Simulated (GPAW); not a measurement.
Runs of GPAW 26.7.0 on V. It takes space group Im-3m (No. 229, cubic). Conventional cell: a = 3.029 Å, b = 3.029 Å, c = 3.029 Å, α = 90.00°, β = 90.00°, γ = 90.00°. V (site symmetry m-3m) is surrounded by 8 V at 2.62 Å. 

| task | level | potentials or basis | spin | U | fixed moment (μB) | cell | k mesh | smearing | maxiter | U projector left unscaled | band path | band points | data set | other keys | gap on the mesh (eV) | pressure (GPa) | moment (μB) |
| --- | --- | --- | --- | --- | --- | --- | --- | --- | --- | --- | --- | --- | --- | --- | --- | --- | --- |
| single point | C09-vdW | GPAW PAW data sets (gpaw-data 1.2.1), pw | collinear, random start | - | - | cell strained at random at fixed volume | 9 × 9 × 9 | fermi-dirac 0.05 eV | 150 | - | - | - | - | - | none | - | 0.00 |
| band structure | SCAN+D3(BJ)+U | GPAW PAW data sets (gpaw-data 1.2.1), other valence, pw | collinear, ferromagnetic start | V d U = 6.2 eV | - | as given | 12 × 12 × 12 | fermi-dirac 0.05 eV | 50 | no | GHNGPH,PN | 80 | V 5 | several, not listed | - | 70.1 | 2.58 |
| band structure | PBE+U | GPAW PAW data sets (gpaw-data 1.2.1), other valence, pw | collinear, ferromagnetic start | V d U = 6 eV | - | as given | 12 × 12 × 12 | fermi-dirac 0.05 eV | 150 | no | GHNGPH,PN | 60 | V 5 | - | - | 68.3 | 2.54 |
| band structure | BP86+U | PAW data sets generated in the run's folder for this functional, pw | collinear, random start | V d U = 3 eV | - | as given | 12 × 12 × 12 | fermi-dirac 0.05 eV | 150 | no | GHNGPH,PN | 60 | - | - | - | 0.6 | 0.00 |
| electron localisation function | PBEsol | PAW data sets generated in the run's folder for this functional, pw | collinear, ferromagnetic start | - | - | as given | 12 × 12 × 12 | fermi-dirac 0.001 eV | 60 | - | - | - | - | several, not listed | none | (a) | 0.10 |
| band structure | PBE+U | GPAW PAW data sets (gpaw-data 1.2.1), pw | collinear, random start | V d U = 4.5 eV | - | as given | 12 × 12 × 12 | fermi-dirac 0.05 eV | 150 | yes | GHNGPH,PN | 80 | - | - | - | (b) | 0.98 |
| band structure | PBE+D3(op) | GPAW PAW data sets (gpaw-data 1.2.1), pw | collinear, ferromagnetic start, SOC | - | - | volume scaled by 1.15 | 12 × 12 × 12 | fermi-dirac 0.05 eV | 150 | - | GHNGPH,PN | 80 | - | - | - | -25.0 | 0.21 |

Alike in all rows: cutoff (eV) 600.

Problem. Fill in the values left out.

Solution. (a) -10.6; (b) 13.2.

Caveats: the U is typed as a test and isn't derived for this compound (some runs); the PAW data sets were made with another functional, which shifts forces and pressure a little (some runs); a pressure of tens of GPa on the cell as given is suspect, and the run, the potentials or the cell itself is likely at fault (some runs); pairwise dispersion overbinds metals, which lowers pressure and volume (some runs); spin-orbit coupling was added after a scalar SCF, so levels and gaps hold it while energy, forces, pressure and moments don't (some runs).

A gap of «none» marks a metal or a gap under the smearing width.

The runs don't all hold the same shells in valence.
